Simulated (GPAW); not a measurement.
## linear Co chain, spacing 2.185 A: cost and accuracy of all numerical settings together

Two starts of linear Co chain, spacing 2.185 A are run at each rung of all numerical settings together. Which rung is enough?

Main program and level: GPAW 26.7.0; PBE; plane waves with GPAW's PAW setups, scalar-relativistic.

Most raw output is cut from this account.

### 1. The structure

The cell holds 1 atom: 1 Co. Cell: a = 12.000 Å, b = 12.000 Å, c = 2.185 Å, α = 90.0°, β = 90.0°, γ = 90.0°. model lattice. Vacuum lies along a and b. The structure's axis is c.

### 2. Rung 1 (280 eV, mesh 1×1×6), start ferro +

Several settings change at once from rung to rung, from a quick look to a careful run; the headings and inputs name them.

order1.py reads:

```python
import json
import numpy as np
from ase import Atoms
from ase.parallel import paropen, parprint
from gpaw import GPAW

atoms = Atoms(['Co'],
    cell=[[12.0, 0.0, 0.0],
         [0.0, 12.0, 0.0],
         [0.0, 0.0, 2.185]],
    scaled_positions=[[0.5, 0.5, 0.0]],
    pbc=True,
    magmoms=[2.0])
atoms.calc = GPAW(mode={'name': 'pw', 'ecut': 280},
    xc='PBE',
    kpts={'size': (1, 1, 6), 'gamma': True},
    occupations={'name': 'fermi-dirac', 'width': 0.2},
    convergence={'density': 1e-05, 'energy': 1e-05},
    maxiter=200,
    symmetry={'tolerance': 1e-4},
    txt='order1.txt')
e = atoms.get_potential_energy(force_consistent=True)
res = {'free_energy': e, 'energy_sigma0': atoms.get_potential_energy(), 'fermi_energy': atoms.calc.get_fermi_level()}
res['moments'] = atoms.get_magnetic_moments().tolist()
res['total'] = atoms.get_magnetic_moment()
parprint('site moments (muB):', np.round(res['moments'], 3))
parprint(f"total moment: {res['total']:.3f} muB")
parprint(f'free energy: {e:.6f} eV')
atoms.calc.write('order1.gpw')
with paropen('results.json', 'w') as f:
    json.dump(res, f)
```

The run is started by

```sh
$ OMP_NUM_THREADS=1 python3 order1.py > order1.log
```

The job ended after 11 s (1 MPI rank of Intel Xeon Platinum 8375C at 2.90GHz (Ice Lake), shared host; peak memory 0.18 GiB).

Numbers from this step:

```
magnetization  : 2.093 μB
final state    : ferromagnetic
largest moment : 1.965 μB
```

After 19 cycles the largest moment stands at 1.96 μB.

### 3. Rung 1 (280 eV, mesh 1×1×3), start antiferro q=(0,0,1/2) +-

The second start gives the energy difference between the two end states, the quantity that is followed up the ladder. Its q is in fractions of the reciprocal vectors of the first run's cell.

order2.py is the script of step 2 with these lines changed:

```diff
@@ -6,12 +6,13 @@
 
-atoms = Atoms(['Co'],
+atoms = Atoms(['Co', 'Co'],
     cell=[[12.0, 0.0, 0.0],
          [0.0, 12.0, 0.0],
-         [0.0, 0.0, 2.185]],
-    scaled_positions=[[0.5, 0.5, 0.0]],
+         [0.0, 0.0, 4.37]],
+    scaled_positions=[[0.5, 0.5, 0.0],
+         [0.5, 0.5, 0.5]],
     pbc=True,
-    magmoms=[2.0])
+    magmoms=[2.0, -2.0])
 atoms.calc = GPAW(mode={'name': 'pw', 'ecut': 280},
     xc='PBE',
-    kpts={'size': (1, 1, 6), 'gamma': True},
+    kpts={'size': (1, 1, 3), 'gamma': True},
     occupations={'name': 'fermi-dirac', 'width': 0.2},
@@ -20,3 +21,3 @@
     symmetry={'tolerance': 1e-4},
-    txt='order1.txt')
+    txt='order2.txt')
 e = atoms.get_potential_energy(force_consistent=True)
@@ -28,3 +29,3 @@
 parprint(f'free energy: {e:.6f} eV')
-atoms.calc.write('order1.gpw')
+atoms.calc.write('order2.gpw')
 with paropen('results.json', 'w') as f:
```

The run is started by

```sh
$ OMP_NUM_THREADS=1 python3 order2.py > order2.log
```

Wall time 23 s (1 MPI rank); peak memory 0.24 GiB.

This step gave:

```yaml
magnetization: 0 μB
final_state: antiferromagnetic
largest_moment: 1.256 μB
```

This start lies +203.7 meV a seeded atom from the first; its largest moment is 1.26 μB.

### 4. Rung 2 (380 eV, mesh 1×1×8), start ferro +

order1.py is the script of step 2 with these lines changed:

```diff
@@ -13,6 +13,6 @@
     magmoms=[2.0])
-atoms.calc = GPAW(mode={'name': 'pw', 'ecut': 280},
+atoms.calc = GPAW(mode={'name': 'pw', 'ecut': 380},
     xc='PBE',
-    kpts={'size': (1, 1, 6), 'gamma': True},
-    occupations={'name': 'fermi-dirac', 'width': 0.2},
+    kpts={'size': (1, 1, 8), 'gamma': True},
+    occupations={'name': 'fermi-dirac', 'width': 0.15},
     convergence={'density': 1e-05, 'energy': 1e-05},
```

The run is started by

```sh
$ OMP_NUM_THREADS=1 python3 order1.py > order1.log
```

It took 15 s on 1 MPI rank; peak memory 0.21 GiB.

Numbers from this step:

```yaml
magnetization: 2.247 μB
final_state: ferromagnetic
largest_moment: 2.087 μB
```

The largest moment moves by +0.12 μB from rung 1, at 1.4 times its CPU time.

### 5. Rung 2 (380 eV, mesh 1×1×4), start antiferro q=(0,0,1/2) +-

order2.py is the script of step 3 with these lines changed:

```diff
@@ -14,6 +14,6 @@
     magmoms=[2.0, -2.0])
-atoms.calc = GPAW(mode={'name': 'pw', 'ecut': 280},
+atoms.calc = GPAW(mode={'name': 'pw', 'ecut': 380},
     xc='PBE',
-    kpts={'size': (1, 1, 3), 'gamma': True},
-    occupations={'name': 'fermi-dirac', 'width': 0.2},
+    kpts={'size': (1, 1, 4), 'gamma': True},
+    occupations={'name': 'fermi-dirac', 'width': 0.15},
     convergence={'density': 1e-05, 'energy': 1e-05},
```

The run is started by

```sh
$ OMP_NUM_THREADS=1 python3 order2.py > order2.log
```

Run time: 30 s. Hardware: 1 MPI rank; peak memory 0.3 GiB.

This step gave:

```
magnetization  : 0 μB
final state    : antiferromagnetic
largest moment : 1.503 μB
```

This start lies +345.8 meV a seeded atom from the first, a change of +142.2 meV since rung 1; its largest moment is 1.50 μB.

### 6. Rung 3 (500 eV, mesh 1×1×10), start ferro +

order1.py is the script of step 4 with these lines changed:

```diff
@@ -13,6 +13,6 @@
     magmoms=[2.0])
-atoms.calc = GPAW(mode={'name': 'pw', 'ecut': 380},
+atoms.calc = GPAW(mode={'name': 'pw', 'ecut': 500},
     xc='PBE',
-    kpts={'size': (1, 1, 8), 'gamma': True},
-    occupations={'name': 'fermi-dirac', 'width': 0.15},
+    kpts={'size': (1, 1, 10), 'gamma': True},
+    occupations={'name': 'fermi-dirac', 'width': 0.1},
     convergence={'density': 1e-05, 'energy': 1e-05},
```

The run is started by

```sh
$ OMP_NUM_THREADS=1 python3 order1.py > order1.log
```

Run time: 30 s. Hardware: 1 MPI rank; peak memory 0.27 GiB.

Numbers from this step:

* magnetization: 2.300 μB
* final state: ferromagnetic
* largest moment: 2.101 μB

The largest moment moves by +0.01 μB from rung 2, at 1.9 times its CPU time.

### 7. Rung 3 (500 eV, mesh 1×1×5), start antiferro q=(0,0,1/2) +-

order2.py is the script of step 5 with these lines changed:

```diff
@@ -14,6 +14,6 @@
     magmoms=[2.0, -2.0])
-atoms.calc = GPAW(mode={'name': 'pw', 'ecut': 380},
+atoms.calc = GPAW(mode={'name': 'pw', 'ecut': 500},
     xc='PBE',
-    kpts={'size': (1, 1, 4), 'gamma': True},
-    occupations={'name': 'fermi-dirac', 'width': 0.15},
+    kpts={'size': (1, 1, 5), 'gamma': True},
+    occupations={'name': 'fermi-dirac', 'width': 0.1},
     convergence={'density': 1e-05, 'energy': 1e-05},
```

The run is started by

```sh
$ OMP_NUM_THREADS=1 python3 order2.py > order2.log
```

Wall time 2.7 min (1 MPI rank); peak memory 0.42 GiB.

Read from the output:

- magnetization: 0 μB
- final state: antiferromagnetic
- largest moment: 1.360 μB

This start lies +368.2 meV a seeded atom from the first, a change of +22.4 meV since rung 2; its largest moment is 1.36 μB.

### 8. Rung 4 (700 eV, mesh 1×1×14), start ferro +

order1.py is the script of step 6 with these lines changed:

```diff
@@ -13,6 +13,6 @@
     magmoms=[2.0])
-atoms.calc = GPAW(mode={'name': 'pw', 'ecut': 500},
+atoms.calc = GPAW(mode={'name': 'pw', 'ecut': 700},
     xc='PBE',
-    kpts={'size': (1, 1, 10), 'gamma': True},
-    occupations={'name': 'fermi-dirac', 'width': 0.1},
+    kpts={'size': (1, 1, 14), 'gamma': True},
+    occupations={'name': 'fermi-dirac', 'width': 0.05},
     convergence={'density': 1e-05, 'energy': 1e-05},
```

The run is started by

```sh
$ OMP_NUM_THREADS=1 python3 order1.py > order1.log
```

Run time: 37 s. Hardware: 1 MPI rank; peak memory 0.38 GiB.

Read from the output:

```yaml
magnetization: 2.285 μB
final_state: ferromagnetic
largest_moment: 2.117 μB
```

The largest moment moves by +0.02 μB from rung 3, at 1.2 times its CPU time.

### 9. Rung 4 (700 eV, mesh 1×1×7), start antiferro q=(0,0,1/2) +-

order2.py is the script of step 7 with these lines changed:

```diff
@@ -14,6 +14,6 @@
     magmoms=[2.0, -2.0])
-atoms.calc = GPAW(mode={'name': 'pw', 'ecut': 500},
+atoms.calc = GPAW(mode={'name': 'pw', 'ecut': 700},
     xc='PBE',
-    kpts={'size': (1, 1, 5), 'gamma': True},
-    occupations={'name': 'fermi-dirac', 'width': 0.1},
+    kpts={'size': (1, 1, 7), 'gamma': True},
+    occupations={'name': 'fermi-dirac', 'width': 0.05},
     convergence={'density': 1e-05, 'energy': 1e-05},
```

The run is started by

```sh
$ OMP_NUM_THREADS=1 python3 order2.py > order2.log
```

Run time: 4 min. Hardware: 1 MPI rank; peak memory 0.62 GiB.

Read from the output:

```yaml
magnetization: 0 μB
final_state: antiferromagnetic
largest_moment: 1.259 μB
```

This start lies +457.8 meV a seeded atom from the first, a change of +89.6 meV since rung 3; its largest moment is 1.26 μB.

### 10. The rungs together

Ladder, by row:

```tsv
rung	cutoff (eV)	mesh	smearing (eV)	state from the first start	state from the second start	second less first (meV a seeded atom)	moment, first (μB)	moment, second (μB)	CPU time (s)
1	280	1x1x6	0.2	ferromagnetic	antiferromagnetic	203.7	1.965	1.256	34.21
2	380	1x1x8	0.15	ferromagnetic	antiferromagnetic	345.8	2.087	1.503	45.63
3	500	1x1x10	0.1	ferromagnetic	antiferromagnetic	368.2	2.101	1.36	191.5
4	700	1x1x14	0.05	ferromagnetic	antiferromagnetic	457.8	2.117	1.259	274
```

### 11. Summary of results

```json
{
 "range of the moment in the table, first start": "1.96 to 2.12 μB",
 "range of CPU time": "34 s to 4.6 min",
 "range of the energy difference": "204 to 458 meV a seeded atom"
}
```

**Reading.** Only the last rung can serve as the reference, and the rung before it is still 90 meV away, so convergence is not shown. The first start ends lower on every rung of the table; whether functional and cell give the true order is another question.

[Logs and program files are shortened in this print: banners, set-up blocks, solver, clock and traceback lines can be left out without a mark of their own.]

[Logs are printed without paths, hosts, clocks, repeated set-up lines and the standing remarks that a program may print on its own settings, such as how far it seeks lower states.]

[Hosts, paths, dates, database ids (printed as entryN), source tags and the programs' standing remarks are cut or masked in the printed files.]

[Where a cell is said to come from a database of computed structures, the database is the Materials Project.]
